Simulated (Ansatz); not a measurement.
This cell of RuO2 (rutile) is off equilibrium:

```xyz
6
Lattice="4.5234 0.0000 0.0000 0.0000 4.5234 0.0000 0.0000 0.0000 3.1190" Properties=species:S:1:pos:R:3 pbc="T T T"
Ru     2.2900     2.2900     1.5595
Ru     0.0000     0.0000     0.0000
O      3.6444     3.6444     1.5595
O      1.3827     3.1407     0.0000
O      3.1407     1.3827     0.0000
O      0.8790     0.8790     1.5595
```

These are PBE (plane waves to 420 eV, PAW, scalar-relativistic; Ansatz, a first-principles code) values and carry that method's errors. k mesh 8×8×12 (Γ-centred), Fermi-Dirac smearing 0.05 eV. Energies are smeared free energies. Stress and pressure are positive under compression. With partly filled bands, energies and forces of such displacements shift with the k mesh and the smearing. RuO2 is run without spin polarisation and with no Hubbard U. RuO2 was relaxed with its symmetry unable to fall.

### Question
Predict the force on every atom, in eV/Å.

### Answer
```csv
atom,Fx,Fy,Fz
Ru1,-0.667,-0.667,0.000
Ru2,0.120,0.120,0.000
O3,0.181,0.181,0.000
O4,0.124,0.118,0.000
O5,0.118,0.124,0.000
O6,0.122,0.122,0.000
```

### Question
In it atom 1 sits (0.028, 0.028, 0.000) Å away from its relaxed site. What is its energy relative to the relaxed cell?

### Answer
19 meV/cell.

(For displaced atoms, the force is minus the slope of the energy, and its curvature is a force constant, which sets phonon frequencies.)
